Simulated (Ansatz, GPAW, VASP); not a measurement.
Ag: programs and potentials compared

```
Ag
1.0
     0.00000    2.04275    2.04275
     2.04275    0.00000    2.04275
     2.04275    2.04275    0.00000
Ag
1
Direct
  0.00000 0.00000 0.00000
```

Alike in all runs: task single point; functional PBE; k mesh 11 × 11 × 11; occupations gaussian, width 0.023 eV; no spin polarisation; no spin-orbit coupling. Pressure is positive in compression and, in plane waves, holds the error of the finite cutoff.

```json
{"program and potentials": "Ansatz, all-electron LAPW, scalar-relativistic", "plane-wave cutoff (eV)": "-", "notes": "-", "pressure (GPa)": "4.25"}
{"program and potentials": "VASP, PBE PAW files Ag, 520 eV", "plane-wave cutoff (eV)": "520", "notes": "11 valence electrons an atom on average", "pressure (GPa)": "4.09"}
{"program and potentials": "GPAW, GPAW PAW data sets (gpaw-data 1.2.1)", "plane-wave cutoff (eV)": "600", "notes": "17 valence electrons an atom on average", "pressure (GPa)": "4.20"}
```

The pressure spans 4.09 (VASP, PBE PAW files Ag, 520 eV) to 4.25 GPa (Ansatz, all-electron LAPW, scalar-relativistic), with all-electron results at 4.25.

Differences between rows come from potentials, basis sets and numerical settings, since the functional is the same but for its coding. Runs on potential files found faulty are left out.

All three calculations put fcc silver under clear compression, and their spread is small beside the pressure itself. The cell is close to the experimental one, at which the real metal is nearly stress-free, so the positive pressure mainly reflects PBE's known tendency to make silver too large. With the d shell filled, cohesion comes largely from the sp electrons and their hybridisation with the d states, against the repulsion between closed d shells. PBE probably underestimates the attraction in this balance, including the dispersion between polarisable d shells, and so favours a larger volume.

GPAW, with 17 valence electrons, lies closer to the all-electron value of 4.25 GPa than VASP with 11. This would fit a small semicore p contribution to the stress, but the data sets also differ in construction and cutoff, so the gain can't be assigned to the semicore states alone. Agreement at one volume doesn't establish equal equilibrium lattice constants or bulk moduli.
